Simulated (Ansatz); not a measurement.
Runs of Ansatz 0.2.0 on AlRu. The structure is cubic, space group Pm-3m (No. 221). The conventional cell has a = 2.992 Å, b = 2.992 Å, c = 2.992 Å, α = 90.00°, β = 90.00°, γ = 90.00°. Ru (site symmetry m-3m) is surrounded by 8 Al at 2.59 Å. Al (site symmetry m-3m) has 8 Ru at 2.59 Å as nearest neighbours. 

```csv
level,cutoff (eV),gap on the mesh (eV),pressure (GPa),relaxed volume (Å³/atom)
BLYP,420,none,0.0,14.00
PBEsol+D4,420,none,0.0,12.99
revPBE,420,none,0.0,(a)
LDA,420,none,0.0,12.88
PBEsol+D3(BJ)-ATM,420,none,0.0,(c)
r2SCAN,500,none,0.0,(b)
RPBE,420,none,0.0,13.79
PBEsol+D3(BJ),420,none,0.0,12.82
PBEsol,420,none,0.0,13.18
```

Alike in all rows: task relaxation of cell and atoms; potentials or basis Ansatz PAW; no spin polarisation; cell relaxed; k mesh 9 × 9 × 9; smearing fermi-dirac 0.05 eV.

Task: Fill in the values left out.

Result: (a) 13.73; (b) 13.26; (c) 12.90.

Caveats: the plane-wave basis is chosen anew once the cell has moved, so the energies of steps on either side of that aren't comparable; the PAW data sets come from PBE, with cores solved anew for the run's functional, which leaves a small shift of forces and pressure; pairwise dispersion overbinds metals, which lowers pressure and volume (some runs).

A k mesh can miss the band edges, and the runs leave out spin-orbit coupling on Ru.

A gap of «none» marks a metal or a gap under the smearing width.

Runs at the PBE level aren't shown here.
